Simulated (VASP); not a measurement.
Here is a VASP 6.6.1 calculation.

The input POSCAR:

```
LiH
1.0
   -0.0697879694      2.0753340405      2.0753340405
    2.0753340405     -0.0697879694      2.0753340405
    2.0753340405      2.0753340405     -0.0697879694
Li H
1 1
Direct
   -0.0032212396     -0.0032212396     -0.0032212396
    0.2532212396      0.2532212396      0.2532212396
```

File INCAR.step1:

```
PREC = Accurate
ENCUT = 520
ISMEAR = 0
SIGMA = 0.01
LREAL = F
LASPH = T
NELM = 100
NBANDS = 9
GGA = PE
ALGO = Normal
EDIFF = 1E-4
LWAVE = T
LCHARG = F
```

The input INCAR.step2:

```
PREC = Accurate
ENCUT = 520
EDIFF = 1E-6
ISMEAR = 0
SIGMA = 0.01
LREAL = F
LASPH = T
NELM = 100
ALGO = Normal
ISIF = 2
LWAVE = F
LCHARG = T
METAGGA = R2SCAN
LMIXTAU = T
LELF = T
LVHAR = T
NBANDS = 9
ISTART = 1
```

File KPOINTS:

```
regular mesh
0
Gamma
  10 10 10
```

Potentials or basis: VASP PAW PBE potentials, release 64 (Li_sv, H).

Launch:

```sh
$ cat potpaw_PBE.64/Li_sv/POTCAR potpaw_PBE.64/H/POTCAR > POTCAR
$ cp INCAR.step1 INCAR
$ mpirun -np 1 vasp_std > vasp.out
$ cp INCAR.step2 INCAR
$ mpirun -np 1 vasp_std > vasp.out
```

Task: What does it give for the band gap on the k mesh?

Result: 4.83 eV, indirect (least direct gap 5.75 eV).

 A k mesh can miss the band edges.
